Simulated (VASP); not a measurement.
A run of VASP 6.6.1 is set up as follows.

The input POSCAR:

```
AlP
1.0
    0.0000000000      2.7255000000      2.7255000000
    2.7255000000      0.0000000000      2.7255000000
    2.7255000000      2.7255000000      0.0000000000
P Al
1 1
Direct
    0.7500000000      0.7500000000      0.7500000000
    0.0000000000      0.0000000000      0.0000000000
```

INCAR.step1

```
ALGO = Normal ; EDIFF = 1E-8
ENCUT = 520 ; GGA = PE
ISIF = 2 ; ISMEAR = 0
LASPH = True ; LCHARG = False
LEPSILON = True ; LREAL = False
LWAVE = False ; NELM = 80
PREC = Accurate ; SIGMA = 0.02
```

The input KPOINTS.step1:

```
Automatic mesh
0
G
  8 8 8
  0 0 0
```

Contents of INCAR.step2:

```
ALGO = Normal ; EDIFF = 1E-5
ENCUT = 520 ; GGA = PE
ISIF = 2 ; ISMEAR = 0
LASPH = True ; LCHARG = False
LREAL = False ; LWAVE = True
NELM = 80 ; PREC = Accurate
SIGMA = 0.02
```

Contents of KPOINTS.step2:

```
k-points
0
Gamma
  6 6 6
```

The input INCAR.step3:

```
AEXX = 0.1204 ; ALGO = Normal
EDIFF = 1E-6 ; ENCUT = 520
GGA = PE ; HFRCUT = -1
ISIF = 2 ; ISMEAR = 0
ISTART = 1 ; LASPH = True
LCHARG = False ; LHFCALC = True
LREAL = False ; LWAVE = False
NELM = 80 ; PREC = Accurate
PRECFOCK = Fast ; SIGMA = 0.02
```

The input KPOINTS.step3:

```
k-points
0
Gamma
  6 6 6
```

Contents of KPOINTS_OPT:

```
path GXWKGLUWLK,UX
8
line-mode
reciprocal
 0.0000000000  0.0000000000  0.0000000000  G
 0.5000000000  0.0000000000  0.5000000000  X

 0.5000000000  0.0000000000  0.5000000000  X
 0.5000000000  0.2500000000  0.7500000000  W

 0.5000000000  0.2500000000  0.7500000000  W
 0.3750000000  0.3750000000  0.7500000000  K

 0.3750000000  0.3750000000  0.7500000000  K
 0.0000000000  0.0000000000  0.0000000000  G

 0.0000000000  0.0000000000  0.0000000000  G
 0.5000000000  0.5000000000  0.5000000000  L

 0.5000000000  0.5000000000  0.5000000000  L
 0.6250000000  0.2500000000  0.6250000000  U

 0.6250000000  0.2500000000  0.6250000000  U
 0.5000000000  0.2500000000  0.7500000000  W

 0.5000000000  0.2500000000  0.7500000000  W
 0.5000000000  0.5000000000  0.5000000000  L

 0.5000000000  0.5000000000  0.5000000000  L
 0.3750000000  0.3750000000  0.7500000000  K

 0.6250000000  0.2500000000  0.6250000000  U
 0.5000000000  0.0000000000  0.5000000000  X
```

Potentials or basis: VASP PAW PBE potentials, release 64 (P, Al).

Run with:

```console
$ cat potpaw_PBE.64/P/POTCAR potpaw_PBE.64/Al/POTCAR > POTCAR
$ cp INCAR.step1 INCAR
$ cp KPOINTS.step1 KPOINTS
$ mpirun -np 1 vasp_std > vasp.out
$ cp INCAR.step2 INCAR
$ cp KPOINTS.step2 KPOINTS
$ mpirun -np 1 vasp_std > vasp.out
$ cp INCAR.step3 INCAR
$ cp KPOINTS.step3 KPOINTS
$ mpirun -np 1 vasp_std > vasp.out
```

(1) Predict the band gap on the k mesh.

(2) What does it give for the pressure?

Answers

(1) 2.22 eV, indirect (least direct gap 4.11 eV).

(2) 1.8 GPa.

Caveat: the PAW data sets were made with another functional, which shifts forces and pressure a little.

**Experimental background.**

A printed reference work, data compilation reports, for a bulk crystal of AlP at 4.2 K: band gap 2.505 eV (indirect).

A measured gap of AlP is 2.505 eV (indirect; 4.2 K; a printed reference work, data compilation); the calculated 2.22 eV misses it by -0.29 eV. The value is that of PBE-EpsX, without temperature or zero-point motion.
